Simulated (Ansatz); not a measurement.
# ZrC (Fm-3m) in Ansatz: a series of runs

The runs below take ZrC through single point, relaxation of cell and atoms, with PBE, RPBE, revPBE+D4.

Program: Ansatz 0.2.0. These are calculated values, not measurements. Logs are shortened: lines on timing, memory, paths and dates and some standing lists are left out, and cuts for length are marked.

### 1 The structure

Symmetry: Fm-3m, No. 225, cubic system. The conventional cell has a = 4.730 Å, b = 4.730 Å, c = 4.730 Å, α = 90.00°, β = 90.00°, γ = 90.00°. Around Zr (site symmetry m-3m) lie 6 C at 2.37 Å. C (site symmetry m-3m) has 6 Zr at 2.37 Å as nearest neighbours.

### 2 Single point, PBE

The input, input.yaml:

```yaml
crystal:
  lattice:
    - [0.0, 2.365, 2.365]
    - [2.365, 0.0, 2.365]
    - [2.365, 2.365, 0.0]
  atoms:
    - { symbol: Zr, position: [0.5, 0.5, 0.5] }
    - { symbol: C, position: [0.0, 0.0, 0.0] }
kpoints:
  mp_grid: { grid: [10, 10, 10] }
scf:
  occupations: { method: gaussian, width: 0.026 }
hamiltonian:
  xc: pbe
  pseudopotentials: { kind: all_electron, lapw: { basis_error: 0.001 } }
output:
  forces: true
  stress: true
  eigenvalues: true
```

Potentials or basis: all-electron LAPW, scalar-relativistic.

Launch:

```console
$ ansatz run input.yaml --threads 1 --pin off --max-ram 3072MiB --backend cpu --events-out ev --progress --plain --runs-dir out
```

The program printed:

```text
Warning: RAYON_NUM_THREADS=1 ignored (pool sized by the plan → 1); use --threads N
LAPW: plane waves up to 8.166 Å⁻¹, error target 1.0e-3 eV per atom; small_component_spin mean_spin; C in spheres of 1.050 Å, 6 of its electrons in bands, Dirac shells []; Zr in spheres of 1.315 Å, 30 of its electrons in bands, Dirac shells [] (how accurate: hamiltonian.pseudopotentials.lapw.basis_error, Limitations)
Engine: ansatz 0.2.0, x86_64-unknown-linux-gnu
Pseudopotentials: kind: all_electron
Pseudopotential: Zr, LAPW, valence charge 30, lapw/all_electron/scalar/gaussian/Zr, Koelling and Harmon's equation, gaussian nucleus
Pseudopotential: C, LAPW, valence charge 6, lapw/all_electron/scalar/gaussian/C, Koelling and Harmon's equation, gaussian nucleus
Functional definition: PBE
  parameter kappa = 0.804
  parameter beta = 0.06672455060314922
  exchange = pbe_x(kappa = kappa, mu = beta*pi^2/3)
  correlation = pbe_c(beta = beta)
Crystal: 2 atoms, lattice volume = 26.456 Å³
Basis set: ecut = 254.07267822597996 eV, 259 PW (Γ), exchange–correlation at level 2
Bands: 22, of which v1, the nominal top of the filled ones, is band 18 counted from 1 (17 counted from 0)
Symmetry: 48 space group operations
Space group: Fm-3m (ITA 225), of the structure as read, at distance tolerance 3.0e-5 Å
k-points: 47 of 1000
Non-local potential: Zr, projectors of the file, none
Non-local potential: C, projectors of the file, none
Initial density: superposition of atomic densities (chi_scale 0.1, normalization cell, long waves kept (reshape's long-wave potential 0.00 eV rms))
Initial wavefunctions: plane waves of lowest kinetic energy (no species holds an atomic orbital)
Functional: x = pbe(κ = 0.804, μ = 0.2195149727645171), c = pbe(β = 0.06672455060314922)
iter 1 solved again at ethr=1.56e-2 eV; its pass at ethr=1.00e-1 eV (dr2=5.63e0 eV) is discarded
SCF iter   1: F=—  HF=-98967.563626 eV  |F-HF|=—  |Δ(HF+E_count)|=         —  Δρ=1.21e-1  dr2=5.62e0  ethr=1.56e-2  ⟨swp⟩=2.0  Hψ=6630  notcnv=0
preconditioner: auto → none  [insulator: Δε(μ)=0.065 eV  Ē_g=18.217 eV  σ=0.026 eV  W_gap=0.92  n_scr=14 (ndim 8)  ℏωp=27.0 eV  f_vac=0.000  D(μ)=0.15/eV (n_scr^D=0)  ε∞_Penn≈3.2]
SCF iter   2: F=—  HF=-98967.074752 eV  |F-HF|=—  |Δ(HF+E_count)|=   4.89e-1  Δρ=8.86e-2  dr2=2.85e0  ethr=1.56e-2  ⟨swp⟩=2.9  Hψ=3013  notcnv=0
iter 3 solved again at ethr=6.88e-5 eV; its pass at ethr=7.92e-3 eV (dr2=2.48e-2 eV) is discarded
SCF iter   3: F=—  HF=-98965.692062 eV  |F-HF|=—  |Δ(HF+E_count)|=    1.38e0  Δρ=1.08e-2  dr2=2.49e-2  ethr=6.88e-5  ⟨swp⟩=2.1  Hψ=5290  notcnv=0
SCF iter   4: F=—  HF=-98965.690014 eV  |F-HF|=—  |Δ(HF+E_count)|=         —  Δρ=3.66e-3  dr2=4.60e-3  ethr=6.88e-5  ⟨swp⟩=2.0  Hψ=3381  notcnv=0
the basis was enlarged: its passes take 200.0 KiB over the memory plan, 1 of 1 planned eigensolver slots
SCF iter   5: F=—  HF=-98965.689243 eV  |F-HF|=—  |Δ(HF+E_count)|=   7.71e-4  Δρ=1.35e-3  dr2=4.03e-4  ethr=1.28e-5  ⟨swp⟩=2.0  Hψ=3197  notcnv=0
SCF iter   6: F=—  HF=-98965.688375 eV  |F-HF|=—  |Δ(HF+E_count)|=   8.68e-4  Δρ=2.69e-4  dr2=1.82e-5  ethr=1.12e-6  ⟨swp⟩=2.7  Hψ=3241  notcnv=0
SCF iter   7: F=—  HF=-98965.688343 eV  |F-HF|=—  |Δ(HF+E_count)|=   3.24e-5  Δρ=8.13e-5  dr2=1.60e-6  ethr=5.04e-8  ⟨swp⟩=2.1  Hψ=3193  notcnv=0
SCF iter   8: F=-98965.688341 eV  HF=-98965.688341 eV  |F-HF|=5.56e-9  |Δ(HF+E_count)|=   2.57e-6  Δρ=3.78e-6  dr2=2.80e-9  ethr=4.43e-9  ⟨swp⟩=2.6  Hψ=3240  notcnv=0
SCF 1 converged in 8 iterations: F = -98965.688341 eV  dr2 = 2.80e-9
SCF converged after 8 iterations
Free energy (F): -98965.688341 eV
Harris-Foulkes:  -98965.688341 eV  (|F-HF|=5.56e-9)
Internal energy: -98965.688335 eV  (E = F + TS)
E sigma→0 (E₀):  -98965.688338 eV
Entropy (-TS):   -0.000006 eV (-0.003 meV/atom)
Fermi energy:    16.163689 eV
--- Per-component energies (eV) ---
  E_band       = -4576.454484
  E_kinetic    = 102182.903891
  E_xc         = -3258.138798
  E_electrostatic = -197890.453428  (all electrons and nuclei)
  E_smearing   = -0.000006  (= −TS)
  E_closure    = 0.000000  (closes the sum)
  E_atoms      = -98947.444364  (free atoms, spherical and without spin; not in F)
  Σ components = -98965.688341   (vs F -98965.688341, Δ=0.00e0)
  Basis errors (estimates in eV, not in F): energy 3.4e-4 per atom: plane waves 3.0e-4 (1.7e-4 summed), levels above the bands 0.0e0, relativity 2.9e-8, radial functions 4.1e-5, core shells 1.4e-13; eigenvalues (radial functions only) 4.5e-6; not estimated: angular momenta, meshes, grids; target (lapw.basis_error) 1.0e-3; muffin-tin radii C 1.050 Å, Zr 1.315 Å
--- Forces (eV/Å), atoms counted from 1 ---
  atom   1  Zr    -0.00000000     0.00000000     0.00000000
  atom   2  C      0.00000000     0.00000000     0.00000000
  max |Σ_I F_I| component: 1.22e-30 eV/Å
--- Stress (GPa, compression-positive) ---
       -2.896368       0.000000       0.000000
        0.000000      -2.896368       0.000000
        0.000000       0.000000      -2.896368
  P = ⅓ Tr σ = -2.8964 GPa (-28.964 kbar)
--- Band table (eV; the first three rows and the last of 47) ---
  k-point 0: bands = ["-381.8722", "-294.7532", "-294.7532", "-294.7532", "-248.4763", "-151.9194", "-151.9194", "-151.9194", "-151.9068", "-151.9068", "-31.9980", "-9.7230", "-9.7230", "-9.7230", "4.9311", "17.1017", "17.1017", "17.1017", "17.2597", "17.2597", "17.2597", "18.9295"]
  k-point 1: bands = ["-381.8722", "-294.7532", "-294.7532", "-294.7532", "-248.4763", "-151.9194", "-151.9194", "-151.9194", "-151.9068", "-151.9068", "-31.9892", "-9.8045", "-9.7302", "-9.7302", "5.1496", "15.8166", "16.1094", "16.1094", "17.6233", "17.6233", "18.0520", "20.0154"]
  k-point 2: bands = ["-381.8722", "-294.7532", "-294.7532", "-294.7532", "-248.4763", "-151.9194", "-151.9194", "-151.9194", "-151.9068", "-151.9068", "-31.9661", "-10.0118", "-9.7490", "-9.7490", "5.7515", "14.2412", "14.9415", "14.9415", "18.2594", "18.2594", "18.6091", "21.8522"]
  k-point 46: bands = ["-381.8722", "-294.7532", "-294.7532", "-294.7532", "-248.4763", "-151.9194", "-151.9194", "-151.9194", "-151.9068", "-151.9068", "-31.8741", "-10.2654", "-10.1361", "-10.0072", "6.6951", "13.7843", "13.8652", "13.8760", "18.5496", "20.2086", "21.7100", "22.6246"]
```

It took 4.8 s on 1 thread of AMD EPYC 9R14 (Zen 4), shared host; peak memory 0.33 GiB.

What came out:

```yaml
Free_energy: -98965.6883 eV
Pressure: -2.9 GPa
```

Levels at points of the mesh, in eV from the Fermi level:
```csv
k point,band 16,band 17,band 18,band 19,band 20,band 21
"(0.00, 0.00, 0.00)",0.94,0.94,0.94,1.10,1.10,1.10
"(0.00, 0.00, -0.50)",-5.21,-2.86,-2.86,4.41,4.41,5.22
"(0.00, -0.50, -0.50)",-2.08,-1.69,0.05,0.05,4.36,5.54
```

### 3 Single point, PBE

input.yaml, as its differences from that of step 2:

```diff
@@ -11,3 +11,3 @@
 scf:
-  occupations: { method: gaussian, width: 0.026 }
+  occupations: { method: gaussian, width: 0.02 }
 hamiltonian:
```

Potentials or basis: all-electron LAPW, scalar-relativistic.

Launch:

```console
$ ansatz run input.yaml --threads 1 --pin off --max-ram 3072MiB --backend cpu --events-out ev --progress --plain --runs-dir out
```

Wall time 3.8 s (1 thread of AMD EPYC 9R14 (Zen 4), shared host); peak memory 0.33 GiB.

Results (log left out):

```
Free energy : -98965.6883 eV
Pressure    : -2.9 GPa
```

Levels at points of the mesh, in eV from the Fermi level:
```csv
k point,band 15,band 16,band 17,band 18,band 19,band 20,band 21,band 22
"(0.00, 0.00, 0.00)",-11.23,0.94,0.94,0.94,1.10,1.10,1.10,2.77
"(0.00, 0.00, -0.50)",-8.25,-5.21,-2.86,-2.86,4.41,4.41,5.22,6.45
"(0.00, -0.50, -0.50)",-10.06,-2.08,-1.69,0.05,0.05,4.36,5.54,5.54
```

### 4 Relaxation of cell and atoms, RPBE

input.yaml, as its differences from that of step 3:

```diff
@@ -11,5 +11,5 @@
 scf:
-  occupations: { method: gaussian, width: 0.02 }
+  occupations: { method: fermi_dirac, width: 0.05 }
 hamiltonian:
-  xc: pbe
+  xc: rpbe
   pseudopotentials: { kind: all_electron, lapw: { basis_error: 0.001 } }
@@ -18,2 +18,5 @@
   stress: true
-  eigenvalues: true
+relax:
+  f_tol: 0.005
+  max_steps: 60
+  cell: {}
```

Launch:

```console
$ ansatz run input.yaml --threads 1 --pin off --max-ram 3072MiB --backend cpu --events-out ev --progress --plain --runs-dir out
```

Run time: 8.7 s. Hardware: 1 thread of AMD EPYC 9R14 (Zen 4), shared host; peak memory 0.34 GiB.

The run converged. Its results:

```
Free energy                            : -98973.7671 eV
Relaxed volume                         : 13.25 Å³/atom
Relaxed cell                           : a = 3.347 Å, b = 3.347 Å, c = 3.347 Å, α = 60.00°, β = 60.00°, γ = 60.00°
Space group after relaxing (to 0.05 Å) : Fm-3m (No. 225)
Energy gained by relaxing              : 0.0 meV/atom
Ionic steps                            : 4
Pressure after relaxing                : 0.0 GPa
```

Final structure:
```
Zr C
1.0
     0.00000    2.36643    2.36643
     2.36643    0.00000    2.36643
     2.36643    2.36643    0.00000
Zr C
1 1
Direct
  0.50000 0.50000 0.50000
  0.00000 0.00000 0.00000
```

### 5 Relaxation of cell and atoms, revPBE+D4

input.yaml, as its differences from that of step 4:

```diff
@@ -13,3 +13,4 @@
 hamiltonian:
-  xc: rpbe
+  xc: revpbe
+  dispersion: d4
   pseudopotentials: { kind: all_electron, lapw: { basis_error: 0.001 } }
```

Launch:

```console
$ ansatz run input.yaml --threads 1 --pin off --max-ram 3072MiB --backend cpu --events-out ev --progress --plain --runs-dir out
```

It took 12 s on 1 thread of AMD EPYC 9R14 (Zen 4), shared host; peak memory 0.35 GiB.

It converged, with:

* Free energy: -98972.3009 eV
* Relaxed volume: 12.82 Å³/atom
* Relaxed cell: a = 3.310 Å, b = 3.310 Å, c = 3.310 Å, α = 60.00°, β = 60.00°, γ = 60.00°
* Space group after relaxing (to 0.05 Å): Fm-3m (No. 225)
* Energy gained by relaxing: 8.5 meV/atom
* Ionic steps: 5
* Pressure after relaxing: 0.0 GPa

Step by step:
```
step  energy change (eV)  largest force (eV/Å)  volume (Å³)
   1              0.0000                0.0000        26.46
   2             -0.0025                0.0000        24.94
   3             -0.0169                0.0000        25.68
   4             -0.0169                0.0000        25.65
   5             -0.0169                0.0000        25.65
```

Final structure:
```cif
data_structure
_symmetry_space_group_name_H-M 'P 1'
_symmetry_Int_Tables_number 1
_cell_length_a 3.3103
_cell_length_b 3.3103
_cell_length_c 3.3103
_cell_angle_alpha 60.000
_cell_angle_beta 60.000
_cell_angle_gamma 60.000
_cell_volume 25.65
loop_
_atom_site_label
_atom_site_type_symbol
_atom_site_fract_x
_atom_site_fract_y
_atom_site_fract_z
_atom_site_occupancy
Zr1 Zr 0.50000 0.50000 0.50000 1
C1 C 0.00000 0.00000 0.00000 1
```

### 6 The runs side by side

```tsv
task	level	cell	cutoff (eV)	smearing	pressure (GPa)	relaxed volume (Å³/atom)
single point	PBE	as given	254	gaussian 0.026 eV	-2.9	-
single point	PBE	as given	254	gaussian 0.02 eV	-2.9	-
relaxation of cell and atoms	RPBE	relaxed	-	fermi-dirac 0.05 eV	0.0	13.25
relaxation of cell and atoms	revPBE+D4	relaxed	-	fermi-dirac 0.05 eV	0.0	12.82
```

Alike in all rows: potentials or basis all-electron LAPW, scalar-relativistic; no spin polarisation; k mesh 10 × 10 × 10; basis error allowed 0.001 eV/atom.

Compare energies only between runs with the same functional and basis.
